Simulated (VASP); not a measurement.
The system is KF.

```
CELL_PARAMETERS angstrom
0.00000 2.97635 2.97635
2.97635 0.00000 2.97635
2.97635 2.97635 0.00000
ATOMIC_POSITIONS crystal
K 0.75000 0.75000 0.75000
F 0.50000 0.50000 0.50000
```

The cell was built by a generator and needn't be a form met in nature.

| Property | Result |
| --- | --- |
| Program | VASP 6.6.1 |
| Task | relaxation of cell and atoms |
| Functional | PBE |
| Potentials or basis | VASP PAW PBE potentials, release 54 (K_pv, F) |
| Cutoff | 900 eV |
| k mesh | 8 × 8 × 8 |
| Occupations | fermi-dirac, width 0.05 eV |
| Spin | no spin polarisation |

At the start: pressure 0.8 GPa; volume 26.37 Å³/atom.

Where does the relaxation end?

Over 3 steps the energy falls by 2.4 meV/atom and the volume is 27.35 Å³/atom (+3.7 %); space group F-43m (No. 216, to 0.05 Å).

The path:
```
step  energy change (eV)  largest force (eV/Å)  pressure (GPa)  volume (Å³)
   1              0.0000                0.0000            0.82        52.73
   2             -0.0038                0.0000            0.36        53.77
   3             -0.0048                0.0000           -0.01        54.69
```

Final structure:
```yaml
crystal:
  lattice:
    - [0.00000, 3.01275, 3.01275]
    - [3.01275, 0.00000, 3.01275]
    - [3.01275, 3.01275, 0.00000]
  atoms:
    - { symbol: K, position: [0.75000, 0.75000, 0.75000] }
    - { symbol: F, position: [0.50000, 0.50000, 0.50000] }
```
